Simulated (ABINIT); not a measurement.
Si2Mo:

```xyz
3
Lattice="-1.6000 1.6000 3.9305 1.6000 -1.6000 3.9305 1.6000 1.6000 -3.9305" Properties=species:S:1:pos:R:3 pbc="T T T"
Mo    0.0000    0.0000    0.0000
Si    0.0000    0.0000    5.2433
Si    0.0000    0.0000    2.6177
```

Base run:

- Program: ABINIT 10.8.3 (patched build)
- Functional: r2SCAN
- Potentials or basis: PseudoDojo NC SR PBE v0.4.1 standard
- Cutoff: 1306 eV
- k mesh: 8 × 8 × 8
- Occupations: fermi-dirac, width 0.05 eV
- Spin: no spin polarisation

Its results: band gap on the k mesh none (metal or under the smearing width); pressure 0.3 GPa; largest force 0.430 eV/Å.

Problem. The run is repeated on the same cell with these changes: potentials or basis from PseudoDojo NC SR PBE v0.4.1 standard to JTH PAW PBE v2.0; cutoff from 1306 eV to 490 eV. What comes out?

Solution. Band gap on the k mesh none (metal or under the smearing width); pressure -1.1 GPa; largest force 0.382 eV/Å.

Caveats: a meta-GGA on potentials with a model core is unreliable (some runs); the potentials were made for another functional, which shifts forces and pressure (some runs); the PAW data sets were made with another functional, which shifts forces and pressure a little (some runs).
